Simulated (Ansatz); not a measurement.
Runs of Ansatz 0.2.0 on TiO2 (Anatase). Symmetry: I4_1/amd, No. 141, tetragonal system. Conventional cell: a = 3.784 Å, b = 3.784 Å, c = 9.515 Å, α = 90.00°, β = 90.00°, γ = 90.00°. Ti (site symmetry -4m2) has 6 O at 1.93 to 1.98 Å as nearest neighbours. Around O (site symmetry 2mm) lie 3 Ti at 1.93 to 1.98 Å. 

| level | gap on the mesh (eV) | pressure (GPa) | relaxed volume (Å³/atom) |
| --- | --- | --- | --- |
| PBE+D3(BJ) | 2.12 | 0.0 | 11.44 |
| PBE+D3(BJ)-ATM | 2.12 | 0.0 | (a) |
| PBE | 2.13 | 0.0 | (b) |
| PBE+D4 | 2.14 | 0.0 | 11.45 |

Alike in all rows: task relaxation of cell and atoms; potentials or basis Ansatz PAW; no spin polarisation; cell relaxed; k mesh 10 × 10 × 10; cutoff (eV) 420; smearing fermi-dirac 0.05 eV.

Fill in the values left out.

(a) 11.47; (b) 11.66.

Caveats: the plane-wave basis is chosen anew once the cell has moved, so the energies of steps on either side of that aren't comparable.

A k mesh can miss the band edges.
